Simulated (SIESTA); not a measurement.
**AlAu under changes of volume**

One of the cells (16.755 Å³/atom); the others are scaled copies at fixed shape and fractional positions:

```xyz
2
Lattice="3.2239 0.0000 0.0000 0.0000 3.2239 0.0000 0.0000 0.0000 3.2239" Properties=species:S:1:pos:R:3 pbc="T T T"
Au    1.6120    1.6120    1.6120
Al    0.0000    0.0000    0.0000
```

The cell comes from a database or a generator and needn't be the stable form of this composition.

* Program: SIESTA 5.4.2
* Functional: PBEsol
* Potentials or basis: PseudoDojo 0.4 standard (PBEsol files)
* Basis: DZP (energy shift 0.003 Ry; two zetas on semicore shells)
* Grid cutoff: 800 Ry
* Energy shift: 0.003 Ry
* k mesh: 8 × 8 × 8
* Occupations: fermi-dirac, width 0.05 eV
* Spin: no spin polarisation

```tsv
volume (Å³/atom)	energy over the lowest point (meV/atom)	pressure (GPa)
15.749	?	?
16.084	0.00	-0.9
16.419	4.49	-3.2
16.755	13.47	-5.2
17.090	26.22	-6.8
17.425	42.09	-8.2
17.760	60.49	-9.4
```

Task: What does the run at 15.749 Å³/atom give?

Result: Energy over the lowest point 0.93 meV/atom; pressure 1.8 GPa.

Worked out: A Birch-Murnaghan fit of order 3 (a polynomial in V^(-2/3)) to the other rows has its minimum at 15.97 Å³/atom, just outside them, with B0 = V·E''(V) = 130 GPa and B' = 7.2. It gives 0.89 meV/atom at 15.749 Å³/atom, against the run's 0.93, and -dE/dV = 1.9 GPa, against 1.8.

Energies are extrapolated to zero smearing.

Caveats: short orbitals over semicore shells can move pressures by several GPa; the basis of atomic orbitals isn't converged, which shifts pressures, moduli and gaps.
